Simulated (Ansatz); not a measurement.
# Cu under changes of volume

One of the cells (11.810 Å³/atom); the others are scaled copies at fixed shape and fractional positions:

```xyz
1
Lattice="0.0000 1.8075 1.8075 1.8075 0.0000 1.8075 1.8075 1.8075 0.0000" Properties=species:S:1:pos:R:3 pbc="T T T"
Cu    0.0000    0.0000    0.0000
```

| Quantity | Value |
| --- | --- |
| Program | Ansatz 0.2.0 |
| Functional | r2SCAN0 |
| Potentials or basis | Ansatz PAW |
| Cutoff | 500 eV (not typed: the program's choice for these potentials) |
| k mesh | 7 × 7 × 7 |
| Occupations | fermi-dirac, width 0.05 eV |
| Spin | no spin polarisation |

```tsv
volume (Å³/atom)	energy over the lowest point (meV/atom)	pressure (GPa)
11.102	10.57	7.0
11.338	2.87	3.5
11.574	0.00	0.3
11.810	?	?
12.047	7.08	-4.9
12.283	15.95	-7.1
12.519	27.76	-9.0
```

Task: What does the run at 11.810 Å³/atom give?

Result: Energy over the lowest point 1.65 meV/atom; pressure -2.5 GPa.

Worked out: A Birch-Murnaghan fit of order 3 (a polynomial in V^(-2/3)) to the other rows has its minimum at 11.60 Å³/atom with B0 = V·E''(V) = 144 GPa and B' = 5.2. It gives 1.62 meV/atom at 11.810 Å³/atom, against the run's 1.65, and -dE/dV = -2.4 GPa, against -2.5.

Energies are extrapolated to zero smearing.

Caveats: all runs use coarse meshes; the PAW data sets come from PBE, with cores solved anew for the run's functional, which leaves a small shift of forces and pressure; the thresholds are loose for stress.
